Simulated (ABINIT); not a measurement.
Input of an ABINIT 10.8.3 (patched build) run:

File run.abi:

```
# Pseudopotentials
pp_dirpath "./"
pseudos "W.upf, S.upf"

# Structure
acell 7.0055603773 7.0055603773 8.4226756261
rprim
     0.8525569345    -0.5226343592     0.0000000000
     0.8525569345     0.5226343592     0.0000000000
    -0.0006981307     0.0000000000     0.9999997563
ntypat 2
znucl 74 16
natom 3
typat 1 2 2
xred
     0.0000000000     0.0000000000     0.0000000000
     0.6879000000     0.6879000000     0.2889000000
     0.3121000000     0.3121000000     0.7111000000
chkprim 0
chksymtnons 0
tolsym 1.0e-6

# Plane-wave basis
ecut 31.0

# k points
kptopt 1
ngkpt 6 6 4
nshiftk 1
shiftk 0.0 0.0 0.0

# Exchange and correlation
ixc 23

# Bands and occupations
nband 17
occopt 3
tsmear 0.05 eV

# SCF cycle
nstep 100
tolvrs 1.0e-10

# Output
iomode 3
prtwf 0
prteig 0
prtebands 0
enunit 2
prtvol 2
prtden 1
prtvha 1
prtvclmb 1
prtpot 1
prtelf 1
```

Potentials or basis: PseudoDojo NC SR PBEsol v0.4.1 standard.

Run with:

```console
$ abinit run.abi > log 2>&1
```

(1) Estimate the largest force.

(2) Estimate the pressure.

(3) Predict the band gap on the k mesh.

Answers

(1) 1.468 eV/Å.

(2) -9.6 GPa.

(3) none (metal or under the smearing width).

Caveat: the cutoff is short for stress, so the pressure is rough; the potentials were made for another functional, which shifts forces and pressure.
